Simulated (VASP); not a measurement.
The system is Te2Mo.

```xyz
6
Lattice="3.5182 0.0000 0.0000 -1.7591 3.0469 0.0000 0.0000 0.0000 13.9736" Properties=species:S:1:pos:R:3 pbc="T T T"
Te    0.0000    2.0312    8.6776
Te    1.7591    1.0156    1.6908
Te    0.0000    2.0312   12.2828
Te    1.7591    1.0156    5.2960
Mo    0.0000    2.0312    3.4934
Mo    1.7591    1.0156   10.4802
```

```yaml
Program: VASP 6.6.1
Task: relaxation of cell and atoms
Functional: PBE
Potentials_or_basis: VASP PAW PBE potentials, release 64 (Te, Mo_sv)
Cutoff: 600 eV
k_mesh: 9 × 9 × 2
Occupations: gaussian, width 0.03 eV
Spin: no spin polarisation
```

At the start: pressure 2.9 GPa; volume 24.96 Å³/atom.

Question: Where does the relaxation end?

Answer: Over 39 steps the energy falls by 14.1 meV/atom and the volume is 27.72 Å³/atom (+11.0 %); space group P6_3/mmc (No. 194, to 0.05 Å).

The path:
```tsv
step	energy change (eV)	largest force (eV/Å)	pressure (GPa)	volume (Å³)
1	0.0000	0.1884	2.89	149.79
2	0.0457	0.7849	-3.52	159.75
3	-0.0356	0.2241	0.12	153.64
4	-0.0432	0.1687	0.05	154.60
5	-0.0492	0.0713	-0.06	156.24
6	-0.0564	0.0537	0.07	156.71
7	-0.0703	0.0038	0.50	158.08
8	-0.0682	0.1274	1.49	160.70
9	-0.0736	0.0768	0.99	159.49
10	-0.0766	0.0281	0.73	160.34
11	-0.0796	0.0670	0.19	162.07
12	-0.0797	0.0890	0.07	162.48
13	-0.0807	0.0788	0.03	162.75
14	-0.0828	0.0477	-0.05	163.57
15	-0.0820	0.0134	-0.20	165.23
16	-0.0832	0.0248	-0.10	164.19
17	-0.0834	0.0036	0.00	164.08
18	-0.0834	0.0018	0.00	164.05
19	-0.0834	0.0116	0.09	163.99
20	-0.0834	0.0036	0.05	164.04
21	-0.0834	0.0027	0.04	164.04
22	-0.0834	0.0005	0.03	164.06
23	-0.0836	0.0108	0.06	164.12
24	-0.0836	0.0138	0.04	164.14
25	-0.0837	0.0182	0.04	164.31
26	-0.0838	0.0221	0.00	164.49
27	-0.0839	0.0298	-0.07	164.85
28	-0.0839	0.0448	-0.20	165.57
29	-0.0840	0.0399	-0.17	165.35
30	-0.0840	0.0393	-0.15	165.38
31	-0.0840	0.0372	-0.16	165.45
32	-0.0841	0.0331	-0.15	165.59
33	-0.0842	0.0246	-0.14	165.87
34	-0.0844	0.0072	-0.11	166.43
35	-0.0844	0.0028	-0.10	166.58
36	-0.0845	0.0016	-0.07	166.50
37	-0.0845	0.0139	0.05	166.29
38	-0.0846	0.0065	0.03	166.29
39	-0.0846	0.0012	0.01	166.30
```

Final structure:
```
Te Mo
1.0
     3.55479    0.00000    0.00000
    -1.77740    3.07854    0.00000
     0.00000    0.00000   15.19581
Te Mo
4 2
Direct
  0.33333 0.66667 0.63091
  0.66667 0.33333 0.13091
  0.33333 0.66667 0.86909
  0.66667 0.33333 0.36909
  0.33333 0.66667 0.25000
  0.66667 0.33333 0.75000
```

Caveat: this functional lacks dispersion, which binds the layers, so the pressure and a relaxed spacing across them are unreliable; the volume moved by +11 % from the deposited cell, more than functionals usually miss.
